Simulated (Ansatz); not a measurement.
# CuI: how the settings move a single-point run

How sensitive is a single-point run of CuI to its settings? A reference run comes first, then two runs with altered input. The cell is built on a prototype (rocksalt) and needn't be the phase found in nature.

Computed with Ansatz 0.2.0 (reference: DFT, HSE06, plane waves, PAW, unless a step's input says otherwise).

5 further runs of the same task are left out: 2 for a known fault of the program, 3 that didn't finish.

### 1 The system as given

It takes space group Fm-3m (No. 225, cubic). The conventional cell has a = 5.712 Å, b = 5.712 Å, c = 5.712 Å, α = 90.00°, β = 90.00°, γ = 90.00°. Cu (site symmetry m-3m) is surrounded by 6 I at 2.86 Å. I (site symmetry m-3m) is surrounded by 6 Cu at 2.86 Å.

Coordinates:

```
CELL_PARAMETERS angstrom
0.00000 2.85611 2.85611
2.85611 0.00000 2.85611
2.85611 2.85611 0.00000
ATOMIC_POSITIONS crystal
Cu 0.00000 0.00000 0.00000
I 0.50000 0.50000 0.50000
```

### 2 Baseline

input.yaml

```yaml
crystal:
  lattice:
    - [0.0, 2.8561103336, 2.8561103336]
    - [2.8561103336, 0.0, 2.8561103336]
    - [2.8561103336, 2.8561103336, 0.0]
  atoms:
    - { symbol: Cu, position: [0.0, 0.0, 0.0] }
    - { symbol: I, position: [0.5, 0.5, 0.5] }
kpoints:
  mp_grid: { grid: [4, 4, 4] }
hamiltonian:
  xc: hse06
scf:
  occupations: { method: fermi_dirac, width: 0.02 }
  n_extra_bands: 4
output:
  forces: true
  stress: true
  eigenvalues: true
```

Run with:

```bash
ansatz run input.yaml --threads 4 --pin off --max-ram 3686MiB --backend cpu --events-out ev --progress --plain --runs-dir out
```

### 3 Changing settings: exchange pbe, correlation pbe, coeff 0.1, omega 0.3

Changes to input.yaml since step 2:

```diff
@@ -11,3 +11,3 @@
 hamiltonian:
-  xc: hse06
+  xc: { exchange: pbe, correlation: pbe, exx: { coeff: 0.1, omega: 0.3 } }
 scf:
```

### 4 Changing settings: ecutrho_ratio 8

Changes to input.yaml since step 2:

```diff
@@ -15,2 +15,3 @@
   n_extra_bands: 4
+  max_iter: 64
 output:
@@ -19 +20,3 @@
   eigenvalues: true
+basis:
+  ecutrho_ratio: 8
```

**Question.** What will these runs give? Wanted: for each run, ending; energy change; pressure; gap; force.

As calculated:

```csv
run,ending,energy change,pressure (GPa),gap (eV),force (eV/Å),cycles,time
reference,converged,0,1.9,0.94,0.00,25,24 s
"1: exchange pbe, correlation pbe, coeff 0.1, omega 0.3",converged,not comparable,1.1,0.00,0.00,24,21 s
2: ecutrho_ratio 8,converged,0.0 meV/atom,1.9,0.94,0.00,25,21 s
```

Residual by cycle in the longest SCF loop of each run; runs are numbered as in the table. The quantity is the density residual dr2, in eV.

```csv
cycle,reference,run 1,run 2
1,0.00911,0.167,0.00911
2,0.0133,0.264,0.0133
3,6.8e-4,0.0112,6.8e-4
4,5.4e-5,0.00159,5.4e-5
5,1.7e-6,2.4e-4,1.7e-6
6,2.4e-7,1.9e-4,2.4e-7
7,5.9e-8,0.00109,5.9e-8
8,6.0e-9,1.6e-5,6.0e-9
9,3.4e-10,3.8e-5,3.4e-10
10,-,7.0e-6,-
11,-,9.2e-8,-
```

«ecutrho_ratio 8» leaves the energy as it was. The gap of the reference lacks spin-orbit coupling, though the cell holds I.
